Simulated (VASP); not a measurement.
Write the native input for VASP 6.6.1 that does the following.

| Item | Value |
| --- | --- |
| Task | single point |
| Functional | PBEsol |
| Potentials or basis | VASP PAW PBE potentials, release 64 (Ce, O) |
| Cutoff | 520 eV |
| k mesh | 6 × 6 × 6 |
| Occupations | gaussian, width 0.05 eV |
| Spin | non-collinear spin, random start, spin-orbit coupling |
| Starting moments | [[0.191, -0.077, 0.043], [-0.0, -0.0, 0.0]] μB |
| Hubbard terms | Ce f U = 4 eV |
| Further INCAR settings | ALGO = Fast; EDIFF = 1e-06 |

The structure of CeO lies in POSCAR:

```
CeO
1.0
    0.0000000000      2.6331826700      2.6331826700
    2.6331826700      0.0000000000      2.6331826700
    2.6331826700      2.6331826700      0.0000000000
Ce O
1 1
Direct
    0.0000000000      0.0000000000      0.0000000000
    0.2500000000      0.2500000000      0.2500000000
```

The cell comes from a database or a generator and needn't be the stable form of this composition.

The input as run:

INCAR

```
SYSTEM = CeO
PREC = Accurate
ENCUT = 520
EDIFF = 1E-6
ISMEAR = 0
SIGMA = 0.05
LREAL = .False.
LASPH = .True.
NELM = 120
ALGO = Fast
ISIF = 2
LWAVE = .False.
LCHARG = .False.
MAGMOM = 0.191 -0.077 0.043 0 0 0
LORBIT = 11
LSORBIT = .True.
GGA_COMPAT = .False.
LORBMOM = .True.
LMAXMIX = 6
LDAU = .True.
LDAUTYPE = 2
LDAUL = 3 -1
LDAUU = 4 0
LDAUJ = 0 0
LDAUPRINT = 1
GGA = PS
```

KPOINTS

```
regular mesh
0
Gamma
  6 6 6
  0 0 0
```

Potentials or basis: VASP PAW PBE potentials, release 64 (Ce, O).

The run is started by

```console
$ cat potpaw_PBE.64/Ce/POTCAR potpaw_PBE.64/O/POTCAR > POTCAR
$ mpirun -np 1 vasp_ncl > vasp.out
```

It gave:

| Quantity | Value |
| --- | --- |
| Pressure | 16.0 GPa |
| Net moment | 1.40 μB per cell |
| Valence electrons inside the program's atomic spheres | Ce 9.84; O 5.04 |

Caveat: the magnetic or orbital state may not be the lowest; the PAW data sets were made with another functional, which shifts forces and pressure a little.

Run time: 22 min on 1 thread of Intel(R) Xeon(R) 6975P-C (Granite Rapids) (shared host), peak memory 0.51 GiB.
